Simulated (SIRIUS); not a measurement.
Ge:

```xyz
2
Lattice="0.0000 2.8289 2.8289 2.8289 0.0000 2.8289 2.8289 2.8289 0.0000" Properties=species:S:1:pos:R:3 pbc="T T T"
Ge    4.2434    4.2434    4.2434
Ge    2.8289    2.8289    2.8289
```

Base run:

- Program: SIRIUS 7.12.0
- Functional: KT2
- Potentials or basis: PseudoDojo 0.4.1 PBE standard (scalar relativistic)
- Cutoff: 1078 eV
- Density cutoff: 4311 eV
- k mesh: 8 × 8 × 8
- Occupations: fermi-dirac, width 0.05 eV
- Spin: no spin polarisation

Its results: band gap on the k mesh 0.20 eV; pressure 1.2 GPa.

Task: The run is repeated on the same cell with these changes: functional from KT2 to LDA; libxc names from ["XC_GGA_XC_KT2"] to ["XC_LDA_X", "XC_LDA_C_PW"]. What comes out?

Result: Band gap on the k mesh 0.00 eV; pressure -2.2 GPa.

Caveats: the potentials were made for another functional, which shifts forces and pressure.

A k mesh can miss the band edges.

Not every run made on this cell is shown here.
